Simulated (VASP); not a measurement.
Here is a VASP 6.6.1 calculation.

INCAR

```
SYSTEM = BeS
  PREC = Accurate
  ENCUT = 520
  EDIFF = 1E-7
  ISMEAR = -1
  SIGMA = 0.05
  LREAL = .FALSE.
  LASPH = .TRUE.
  NELM = 80
  ALGO = Normal
  ISIF = 2
  LWAVE = .FALSE.
  LCHARG = .TRUE.
  GGA = PE
  LELF = .TRUE.
  LVHAR = .TRUE.
  NBANDS = 11
```

Contents of KPOINTS:

```
regular mesh
0
G
  9 9 9
  0 0 0
```

The input POSCAR:

```
BeS
1.0
    0.0000000000      2.4250000000      2.4250000000
    2.4250000000      0.0000000000      2.4250000000
    2.4250000000      2.4250000000      0.0000000000
S Be
1 1
Direct
    0.7500000000      0.7500000000      0.7500000000
    0.0000000000      0.0000000000      0.0000000000
```

Potentials or basis: VASP PAW PBE potentials, release 64 (S, Be).

Launch:

```sh
$ cat potpaw_PBE.64/S/POTCAR potpaw_PBE.64/Be/POTCAR > POTCAR
$ mpirun -np 1 vasp_std > vasp.out
```

Problem. What does it give for the pressure?

Solution. 1.6 GPa.

Problem. What does it give for the band gap on the k mesh?

Solution. 3.20 eV, indirect (least direct gap 5.67 eV).

Caveat: an odd mesh through Γ misses points on the zone boundary, where band edges often lie. As with any semilocal functional, this PBE gap is likely too small.
